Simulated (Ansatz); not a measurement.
Steps from a short run of molecular dynamics on a 1×1×1 supercell (4 atoms) of CSi (ordering on diamond), relaxed with r2SCAN; forces from r2SCAN in Ansatz 0.2.0, 6×6×6 mesh, Fermi-Dirac smearing of 0.190 eV, constant energy and volume (NVE), started at 2200 K. Computed, non-magnetic; the trajectory is short and the cell small, so nothing here is a converged average. The structure comes from a prototype and may be hypothetical.

Cell vectors in Å:
```
 1.5416  0.8900  5.3212
-1.5416  0.8900  5.3212
 0.0000 -1.7801  5.3212
```

Question: At 9 fs positions (Å), velocities (Å/fs) and forces (eV/Å) are
```
C  -0.0129 -0.0722  7.2891   -0.0005 -0.0060  0.0021    0.2907  0.7026 -3.6971
Si -0.0212  0.0090 14.8425   -0.0022  0.0023  0.0047    0.0954  1.1038 -2.6000
Si  0.0313 -0.0146  1.0830    0.0030 -0.0022 -0.0069   -0.3291 -0.4689  4.3532
C  -0.0107  0.0853  8.7639   -0.0014  0.0058  0.0030   -0.0570 -1.3375  1.9439
```
Where are the atoms one step (1.5 fs) later, and what forces do they feel?

Answer:
```
C  -0.0134 -0.0805  7.2889    0.3014  0.7831 -3.5285
Si -0.0245  0.0129 14.8485    0.0986  1.1632 -2.8554
Si  0.0357 -0.0181  1.0743   -0.3425 -0.4932  4.7117
C  -0.0129  0.0928  8.7702   -0.0575 -1.4531  1.6721
```
The temperature goes from 486.9 to 342.9 K.

Question: At 12 fs the positions in Å are
```
C   -0.013  -0.087   7.282
Si  -0.028   0.018  14.852
Si   0.040  -0.022   1.069
C   -0.015   0.098   8.779
```
What are the forces, and how far does the free energy (smearing included) lie above that of step 0, with the atoms on their sites?

Answer: 183.7 meV an atom; forces in eV/Å:
```
C    0.322   0.877  -3.171
Si   0.108   1.183  -3.042
Si  -0.368  -0.522   4.941
C   -0.062  -1.538   1.272
```

Question: At 42 fs the positions in Å are
```
C    0.081  -0.073   7.133
Si  -0.061   0.091  14.718
Si   0.054  -0.091   1.292
C   -0.063   0.073   8.722
```
What are the forces, and how far does the free energy (smearing included) lie above that of step 0, with the atoms on their sites?

Answer: 89.2 meV an atom; forces in eV/Å:
```
C   -0.821  -0.248   0.994
Si   0.115  -0.584   1.549
Si   0.562   0.678  -3.367
C    0.144   0.154   0.824
```

Question: At 48 fs the positions in Å are
```
C    0.054  -0.111   7.239
Si  -0.064   0.065  14.729
Si   0.066  -0.072   1.262
C   -0.058   0.127   8.661
```
What are the forces, and how far does the free energy (smearing included) lie above that of step 0, with the atoms on their sites?

Answer: 139.0 meV an atom; forces in eV/Å:
```
C    0.310   0.696  -3.391
Si   0.249   0.764   0.874
Si  -0.323  -0.570  -1.988
C   -0.235  -0.889   4.505
```

Question: At 51 fs the positions in Å are
```
C    0.042  -0.124   7.264
Si  -0.064   0.055  14.739
Si   0.071  -0.064   1.236
C   -0.058   0.146   8.672
```
What are the forces, and how far does the free energy (smearing included) lie above that of step 0, with the atoms on their sites?

Answer: 151.2 meV an atom; forces in eV/Å:
```
C    0.473   0.971  -4.011
Si   0.244   1.299   0.739
Si  -0.530  -0.853  -1.154
C   -0.187  -1.416   4.425
```

Question: At 57 fs the positions in Å are
```
C    0.027  -0.126   7.236
Si  -0.062   0.047  14.766
Si   0.076  -0.057   1.177
C   -0.060   0.147   8.776
```
What are the forces, and how far does the free energy (smearing included) lie above that of step 0, with the atoms on their sites?

Answer: 76.1 meV an atom; forces in eV/Å:
```
C    0.446   1.603  -1.442
Si   0.202   1.856   0.333
Si  -0.741  -0.938   0.672
C    0.093  -2.521   0.438
```
